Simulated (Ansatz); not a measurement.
**Structures of LiH: which is lowest?**

Plane-wave DFT in Ansatz with scalar-relativistic PAW potentials, cutoff 420 eV, Γ-centred meshes chosen by cell and gap, Gaussian smearing with energies taken to zero width. Every cell was relaxed (cell and atoms) in a run of its own, within the symmetry of its start. Functional: PBE.

Relaxed structures (starts from databases or built by putting these elements on another compound's sites):
A. Pm-3m, 2 atoms in the computed cell, a = 2.507 Å; sites (symmetry × multiplicity) Li m-3m × 1, H m-3m × 1; start: built
B. Fm-3m, 2 atoms in the computed cell, a = 4.007 Å; sites (symmetry × multiplicity) Li m-3m × 4, H m-3m × 4; start: database

Rank them by energy. Could pressure change the order?

| structure | group | E − E(lowest) (meV/atom) | V (Å³/atom) | gap on mesh (eV) |
| --- | --- | --- | --- | --- |
| B | Fm-3m | 0.0 | 8.04 | 2.98 |
| A | Pm-3m | 234 | 7.88 | 0.71 |

B is lowest, 234 meV/atom under A. The two lowest differ in volume by under 3 %, too little for a first-order estimate of what pressure does to that pair (other pairs aren't weighed here); with rigid cells even 3 % in favour of the higher one would need about 155 GPa. Other structures may lie lower than all of these, and vibrations aren't counted.